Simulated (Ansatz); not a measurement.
# Gap against volume in rock-salt LiCl, displaced supercell (64 atoms)

The cell holds 64 atoms: 32 Li and 32 Cl. Its edges and angles: a = 10.324 Å, b = 10.325 Å, c = 10.324 Å, α = 90.0°, β = 90.0°, γ = 90.0°. It derives from LiCl (rock-salt), repeated 2×2×2. The starting structure: Rock-salt LiCl (a = 5.14 Å), 2 x 2 x 2 conventional cells, isotropic strain -2 %; every coordinate displaced by a Gaussian of 0.07 Å.

Calculated with Ansatz 0.2.0: Kohn-Sham DFT, PBE, PAW (set soft_2), plane waves; cutoff 420 eV, Γ point, fixed occupations. The relaxed cell was scaled evenly and the atoms were relaxed at each volume. The gap is that between the highest filled and the lowest empty Kohn-Sham level on the run's k-points.

| volume (Å³/atom) | gap (eV) |
| --- | --- |
| 15.476 | 6.817 |
| 16.164 | ? |
| 16.680 | 6.388 |
| 17.196 | 6.215 |
| 17.712 | 6.055 |
| 18.227 | 5.905 |

Task: Fit a straight line in ln V to the rows given and interpolate to the withheld row.

**Working.**

A volume deformation potential makes the spacing linear in u = ln(V/V0), with V0 = 17.196 Å³ the relaxed volume; v is the spacing.

```
u = ln(V/V0)  v (eV)
   -0.105361   6.817
  -0.0304589  6.3885
           0  6.2154
   0.0295582  6.0547
   0.0582685  5.9055
```

With n = 5: mean u = -0.00959857, mean v = 6.27622, Σ(u − ū)² = 0.015837, Σ(u − ū)(v − v̄) = -0.088546. Slope b = -0.088546 / 0.015837 = -5.5911; intercept a = v̄ − b ū = 6.2226.

At the withheld volume u = -0.06187, and v = a + b u.

Prediction at 16.164: 6.569 eV. The run gave 6.576 eV, so the fit is low by 0.0072 eV (0.11 % of the value).

The slope, -5.59 eV, says that the spacing narrows on expansion. Among the rows given, the largest miss of the fit is at 18.227, by 0.0087 eV (0.96 % of the range of the table).

Limits: The table spans 16 % in volume, wide for a linear law. Semilocal functionals tend to put gaps under measured ones. Only the Γ point is sampled. The mesh needn't hold the band edges.

[Logs are printed without paths, hosts, clocks, repeated set-up lines and the standing remarks that a program may print on its own settings, such as how far it seeks lower states.]

[Hosts, paths, dates, database ids (printed as entryN), source tags and the programs' standing remarks are cut or masked in the printed files.]
